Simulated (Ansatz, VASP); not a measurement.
## Al: VASP beside Ansatz

```xyz
1
Lattice="-1.5912 1.6012 1.6012 1.5912 -1.5813 1.5813 1.5912 1.5813 -1.5813" Properties=species:S:1:pos:R:3 pbc="T T T"
Al    0.0000    0.0000    0.0000
```

Change from the starting cell: strain +0.0125 x Voigt [0, 0, 0, 1, 0, 0], atoms carried along.

Alike in both runs: task single point; functional PBE; k mesh 20 × 20 × 20; occupations gaussian, width 0.15 eV; no spin polarisation.

|  | VASP | Ansatz |
| --- | --- | --- |
| version | VASP 6.6.1 | Ansatz 0.2.0 |
| potentials or method | VASP PAW PBE potentials, release 64 (Al) | scalar-relativistic, plane waves, PAW |
| plane-wave cutoff (eV) | 520 | 420 |
| valence electrons in the cell | 3 | 3 |

```csv
,VASP,Ansatz,Ansatz less VASP
gap on the k mesh at the Fermi level (eV),none,none,-
pressure (GPa),3.8,3.8,+0.01
largest component of the traceless stress (GPa),0.52,0.52,-0.001
```

A gap of «none» marks a metal or a gap that the smearing closes. The functional is the same, so the differences come from potentials, cutoffs and numerics.
